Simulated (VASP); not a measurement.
# Sc in VASP: notebook

Runs on Sc. Level: PBE. Tasks: single point.

Program: VASP 6.6.1. These are calculated values, not measurements. Logs are shortened: lines on timing, memory, paths and dates and some standing lists are left out, and cuts for length are marked.

## (1) The structure

The cell holds a slab with vacuum, 5 atoms: a = 3.211 Å, b = 3.211 Å, c = 22.487 Å, α = 90.00°, β = 90.00°, γ = 120.00°.

The slab is cut from a database's or a generator's crystal, which needn't be the stable form of the element.

## (2) Single point, PBE

INCAR

```
PREC = Accurate ; ENCUT = 650
EDIFF = 1E-7 ; ISMEAR = 1
SIGMA = 0.1 ; LREAL = False
LASPH = True ; NELM = 120
ALGO = Normal ; ISIF = 2
LWAVE = False ; LCHARG = False
LDIPOL = True ; IDIPOL = 3
DIPOL = 0.5 0.5 0.500 ; GGA = PE
NBANDS = 40 ; LVHAR = True
LVACPOTAV = True
```

KPOINTS

```
Automatic mesh
0
Gamma
  6 6 1
```

POSCAR

```
Sc
1.0
    3.2109718934      0.0000000000      0.0000000000
   -1.6054859467      2.7807832305      0.0000000000
    0.0000000000      0.0000000000     22.4869902896
Sc
5
Direct
    0.6666666667      0.3333333333      0.2668209450
    0.3333333333      0.6666666667      0.3834104725
    0.0000000000      0.0000000000      0.5000000000
    0.6666666667      0.3333333333      0.6165895275
    0.3333333333      0.6666666667      0.7331790550
```

Potentials or basis: VASP PAW PBE potentials, release 64 (Sc_sv).

Run with:

```bash
> cat potpaw_PBE.64/Sc_sv/POTCAR > POTCAR
> mpirun -np 1 vasp_std > vasp.out
```

OUTCAR:

```text
PREC = Accurate
   ENCUT = 650
   EDIFF = 1E-7
   ISMEAR = 1
   LREAL = False
   LASPH = True
   NELM = 120
   ISIF = 2
   GGA = PE

 Found      7 irreducible k-points:

 Following reciprocal coordinates:
            Coordinates               Weight
  0.000000  0.000000  0.000000      1.000000
  0.166667  0.000000  0.000000      6.000000
  0.333333  0.000000  0.000000      6.000000
  0.500000 -0.000000  0.000000      3.000000
  0.166667  0.166667  0.000000      6.000000
  0.333333  0.166667  0.000000     12.000000
   k-points           NKPTS =      7   k-points in BZ     NKDIM =      7   number of bands    NBANDS=     40
   number of dos      NEDOS =    301   number of ions     NIONS =      5
   total plane-waves  NPLWV = 150528
   dimension x,y,z NGX =    28 NGY =   28 NGZ =  192
   dimension x,y,z NGXF=    56 NGYF=   56 NGZF=  384
   ions per type =               5
   NGX,Y,Z   is equivalent  to a cutoff of  14.50, 14.50, 14.19 a.u.
   NGXF,Y,Z  is equivalent  to a cutoff of  28.99, 28.99, 28.39 a.u.
 SYSTEM =  unknown system
   PREC   = accura    normal or accurate (medium, high low for compatibility)
   ISTART =      0    job   : 0-new  1-cont  2-samecut
   ICHARG =      2    charge: 1-file 2-atom 10-const
   ISPIN  =      1    spin polarized calculation?
   LNONCOLLINEAR =      F non collinear calculations
   LSORBIT =      F    spin-orbit coupling
   LASPH  =      T    aspherical Exc in radial PAW
   ENCUT  =  650.0 eV  47.77 Ry    6.91 a.u.   6.67  6.67 46.75*2*pi/ulx,y,z
   NELM   =    120;   NELMIN=  2; NELMDL= -5     # of ELM steps
   EDIFF  = 0.1E-06   stopping-criterion for ELM
   LREAL  =      F    real-space projection
   EDIFFG = 0.1E-05   stopping-criterion for IOM
   NSW    =      0    number of steps for IOM
   IBRION =     -1    ionic relax: 0-MD 1-quasi-New 2-CG
   NFREE  =      0    steps in history (QN), initial steepest desc. (CG)
   ISIF   =      2    stress and relaxation
   ISYM   =      2    0-nonsym 1-usesym 2-fastsym
   POTIM  = 0.5000    time-step for ionic-motion
   TEBEG  =    0.0;   TEEND  =   0.0 temperature during run
   PSTRESS=    0.0 pullay stress
   NELECT =      55.0000    total number of electrons
   NUPDOWN=      -1.0000    fix difference up-down
   EMIN   =  10.00;   EMAX   =-10.00  energy-range for DOS
   EFERMI =   0.00;   METHOD = LEGACY
   ISMEAR =     1;   SIGMA  =   0.10  broadening in eV -4-tet -1-fermi 0-gaus
   EFERMI_NEDOS =   21; number of points for ismear=-14 and -15
   IALGO  =     38    algorithm
   IMIX   =      4    mixing-type and parameters
     AMIX     =   0.40;   BMIX     =  1.00
     AMIX_MAG =   1.60;   BMIX_MAG =  1.00
  volume/ion in A,a.u.               =      40.16       271.00
  Fermi-wavevector in a.u.,A,eV,Ry     =   1.063206  2.009168 15.380120  1.130407
  Thomas-Fermi vector in A             =   2.198683
   LORBIT       =      0    0 simple, 1 ext, 2 COOP (PROOUT), +10 PAW based schemes
   GGA     = PE    functional components
   LHFCALC =     F    Hartree Fock is set to
   AEXX    =    0.0000 exact exchange contribution
   IVDW    =     0    specifies the selected vdW correction
   LEPSILON=     F    determine dielectric tensor
   LRPA    =     F    only Hartree local field effects (RPA)
 non-spin polarized calculation
 Methfessel and Paxton  Order N= 1 SIGMA  =   0.10
  energy-cutoff  :      650.00
  volume of cell :      200.79
 maximum number of plane-waves:      7597
 NGX is ok and might be reduce to    28
   NGX = 13   NGY = 13   NGZ = 93

 dipolmoment           0.000000      0.000000      0.000000 electrons x Angstroem

 number of electron      55.0000000 magnetization

 dipolmoment           0.000000      0.000000     -0.000000 electrons x Angstroem

 Free energy of the ion-electron system (eV)
  ---------------------------------------------------
  ext. energy  EPLUGINS =         0.00000000
  ---------------------------------------------------
  free energy    TOTEN  =       -29.60141604 eV

  energy without entropy =      -29.58117583  energy(sigma->0) =      -29.59466930

 E-fermi :   1.0098     XC(G=0):  -6.7295

 val. band max:        1.0001234152   @ k =   0.3333   0.3333   0.0000
 cond. band min:       1.0178206559   @ k =   0.5000  -0.0000   0.0000
 fundamental gap:      0.0176972407
 Fermi energy:         1.0097504922

 k-point     1 :       0.0000    0.0000    0.0000
  band No.  band energies     occupation
      1     -48.7154      2.00000
      2     -48.7154      2.00000
      3     -48.3081      2.00000
      4     -48.2327      2.00000
      5     -48.2235      2.00000
      6     -27.4328      2.00000
[... 31 lines left out ...]
     38       2.7414     -0.00000
     39       2.8235     -0.00000

 k-point     2 :       0.1667    0.0000    0.0000
  band No.  band energies     occupation
      1     -48.7032      2.00000
      2     -48.7032      2.00000
      3     -48.2941      2.00000
      4     -48.2206      2.00000
      5     -48.2134      2.00000
      6     -27.4152      2.00000
[... 31 lines left out ...]
     38       2.8825     -0.00000
     39       2.9805     -0.00000

 k-point     3 :       0.3333    0.0000    0.0000
  band No.  band energies     occupation
      1     -48.6787      2.00000
      2     -48.6787      2.00000
      3     -48.2656      2.00000
      4     -48.1965      2.00000
      5     -48.1932      2.00000
      6     -27.4113      2.00000
[... 31 lines left out ...]
     38       3.3399      0.00000
     39       3.3612      0.00000

 k-point     4 :       0.5000   -0.0000    0.0000
  band No.  band energies     occupation
      1     -48.6665      2.00000
      2     -48.6665      2.00000
      3     -48.2512      2.00000
      4     -48.1844      2.00000
      5     -48.1833      2.00000
      6     -27.4971      2.00000
[... 31 lines left out ...]
     38       3.4072      0.00000
     39       3.9250      0.00000

 k-point     5 :       0.1667    0.1667    0.0000
  band No.  band energies     occupation
      1     -48.6849      2.00000
      2     -48.6849      2.00000
      3     -48.2728      2.00000
      4     -48.2026      2.00000
      5     -48.1982      2.00000
      6     -27.3907      2.00000
[... 31 lines left out ...]
     38       2.9431     -0.00000
     39       3.3894      0.00000

 k-point     6 :       0.3333    0.1667    0.0000
  band No.  band energies     occupation
      1     -48.6665      2.00000
      2     -48.6665      2.00000
      3     -48.2512      2.00000
      4     -48.1844      2.00000
      5     -48.1833      2.00000
      6     -27.4518      2.00000
[... 31 lines left out ...]
     38       3.2888      0.00000
     39       3.7039      0.00000

 [... further k-points ...]

 [bands above 39 left out]

------------------------ aborting loop because EDIFF is reached ----------------------------------------

  FORCE on cell =-STRESS in cart. coord.  units (eV):
  Direction    XX          YY          ZZ          XY          YZ          ZX
  --------------------------------------------------------------------------------------
  -------------------------------------------------------------------------------------
  Total        1.1814848      1.1814848      1.3187384      0.0000000      0.0000000     -0.0000000
  in kB        9.4276568      9.4276568     10.5228717      0.0000000      0.0000000     -0.0000000
  external PRESSURE =       9.7927285 kB  Pullay stress =       0.0000000 kB

 VOLUME and BASIS-vectors are now :
 -----------------------------------------------------------------------------
  energy-cutoff  :      650.00
  volume of cell :      200.79
      direct lattice vectors                 reciprocal lattice vectors
     3.210971893  0.000000000  0.000000000     0.311432187  0.179805457  0.000000000
    -1.605485947  2.780783230  0.000000000     0.000000000  0.359610914  0.000000000
     0.000000000  0.000000000 22.486990290     0.000000000  0.000000000  0.044470158

 POSITION                                       TOTAL-FORCE (eV/Angst)
 -----------------------------------------------------------------------------------
      1.60549      0.92693      6.00000        -0.000000      0.000000      0.007093
     -0.00000      1.85386      8.62175         0.000000      0.000000     -0.266882
      0.00000      0.00000     11.24350        -0.000000      0.000000      0.000000
      1.60549      0.92693     13.86524        -0.000000      0.000000      0.266882
     -0.00000      1.85386     16.48699         0.000000     -0.000000     -0.007093
 -----------------------------------------------------------------------------------
    total drift:                                0.000000     -0.000000     -0.000000

  FREE ENERGIE OF THE ION-ELECTRON SYSTEM (eV)
  ---------------------------------------------------
  free  energy   TOTEN  =       -29.6014160386 eV

  energy  without entropy=      -29.5811758273  energy(sigma->0) =      -29.59466930

 vacuum level on the upper side and lower side of the slab         4.666         4.666
```

Run time: 3.1 min. Hardware: 1 thread of Intel Xeon Platinum 8488C (Sapphire Rapids), shared host; peak memory 0.38 GiB.

These settings aren't checked as converged: the numbers below hold their error.

What came out:

```
Free energy                     : -29.6014 eV
Largest force                   : 0.267 eV/Å
Band gap on the k mesh          : none (metal or under the smearing width)
Work function of the upper face : 3.66 eV
Work function of the lower face : 3.66 eV
```

Caveat: the k mesh is coarse (spacing up to 0.38 Å⁻¹), so the values aren't converged.

## (3) Single point, PBE

This run uses another cell than the first one, of 29.44 Å³/atom, 0.733 times its volume.

INCAR

```
PREC = Accurate ; ENCUT = 460
EDIFF = 1E-7 ; ISMEAR = 1
SIGMA = 0.1 ; LREAL = False
LASPH = True ; NELM = 120
ALGO = Normal ; ISIF = 2
LWAVE = False ; LCHARG = False
GGA = PE ; NBANDS = 40
LVHAR = True ; LVACPOTAV = True
IDIPOL = 3
```

KPOINTS

```
Automatic mesh
0
Gamma
  12 12 1
```

POSCAR

```
Sc
1.0
    3.2109718934      0.0000000000      0.0000000000
   -1.6054859467      2.7807832305      0.0000000000
    0.0000000000      0.0000000000     16.4869902896
Sc
5
Direct
    0.6666666667      0.3333333333      0.1819616526
    0.3333333333      0.6666666667      0.3409808263
    0.0000000000      0.0000000000      0.5000000000
    0.6666666667      0.3333333333      0.6590191737
    0.3333333333      0.6666666667      0.8180383474
```

Potentials or basis: VASP PAW PBE potentials, release 64 (Sc_sv).

Run with:

```bash
> cat potpaw_PBE.64/Sc_sv/POTCAR > POTCAR
> mpirun -np 1 vasp_std > vasp.out
```

Wall time 2.2 min (1 thread of Intel Xeon Platinum 8488C (Sapphire Rapids), shared host); peak memory 0.26 GiB.

The run converged, but some of its settings lie outside the range that counts as converged, so its numbers aren't taken as properties of the slab.

What came out:

```
Free energy            : -29.7000 eV
Largest force          : 0.275 eV/Å
Band gap on the k mesh : none (metal or under the smearing width)
```
